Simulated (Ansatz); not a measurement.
**AlO under changes of volume**

One of the cells (10.618 Å³/atom); the others are scaled copies at fixed shape and fractional positions:

```
Al O
1.0
     2.76919    0.00000    0.00000
     0.00000    2.76919    0.00000
     0.00000    0.00000    2.76919
Al O
1 1
Direct
  0.50000 0.50000 0.50000
  0.00000 0.00000 0.00000
```

The cell was built by a generator and needn't be a form met in nature.

* Program: Ansatz 0.2.0
* Functional: PBE
* Potentials or basis: PseudoDojo standard (PBE files)
* Cutoff: 1143 eV
* Density cutoff: 4572 eV
* k mesh: 10 × 10 × 10
* Occupations: fermi-dirac, width 0.05 eV
* Spin: no spin polarisation

| volume (Å³/atom) | energy over the lowest point (meV/atom) | pressure (GPa) |
| --- | --- | --- |
| 9.981 | 14.86 | 8.5 |
| 10.193 | 5.91 | 5.2 |
| 10.405 | 1.07 | 2.3 |
| 10.618 | 0.00 | -0.5 |
| 10.830 | 2.38 | -2.9 |
| 11.042 | ? | ? |
| 11.255 | 16.22 | -7.2 |

Question: What does the run at 11.042 Å³/atom give?

Answer: Energy over the lowest point 7.88 meV/atom; pressure -5.2 GPa.

Worked out: A Birch-Murnaghan fit of order 3 (a polynomial in V^(-2/3)) to the other rows has its minimum at 10.57 Å³/atom with B0 = V·E''(V) = 131 GPa and B' = 3.7. It gives 7.86 meV/atom at 11.042 Å³/atom, against the run's 7.88, and -dE/dV = -5.2 GPa, against -5.2.

Energies are extrapolated to zero smearing.

Caveats: an odd number of electrons without spin polarisation forces a metal; a magnetic or distorted state may lie lower.
